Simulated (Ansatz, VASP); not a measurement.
Pt: VASP beside Ansatz

```
CELL_PARAMETERS angstrom
0.00000 1.94572 1.94572
1.94572 0.00000 1.94572
1.94572 1.94572 0.00000
ATOMIC_POSITIONS crystal
Pt 0.00000 0.00000 0.00000
```

Alike in both runs: task relaxation of cell and atoms; functional LDA; k mesh 18 × 18 × 18; occupations gaussian, width 0.1 eV; no spin polarisation.

|  | VASP | Ansatz |
| --- | --- | --- |
| version | VASP 6.6.1 | Ansatz 0.2.0 |
| potentials or method | VASP PAW LDA potentials, release 64 (Pt) | scalar-relativistic, plane waves, PAW |
| plane-wave cutoff (eV) | 600 | 420 |
| valence electrons in the cell | 10 | 18 |

Ansatz gave:

```
gap on the k mesh at the Fermi level, each at its own relaxed structure (eV) : none
relaxed volume (Å³/atom)                                                     : 14.76
relaxed cell length with the largest relative difference (Å)                 : 2.753
```

**Question.** What did VASP give for the same quantities?

**Answer.** gap on the k mesh at the Fermi level, each at its own relaxed structure (eV): none; relaxed volume (Å³/atom): 14.80; relaxed cell length with the largest relative difference (Å): 2.756.

A gap of «none» marks a metal or a gap that the smearing closes. The two sets of potentials don't hold the same shells in valence.

The runs have no spin-orbit coupling, so splittings on Pt are missing.
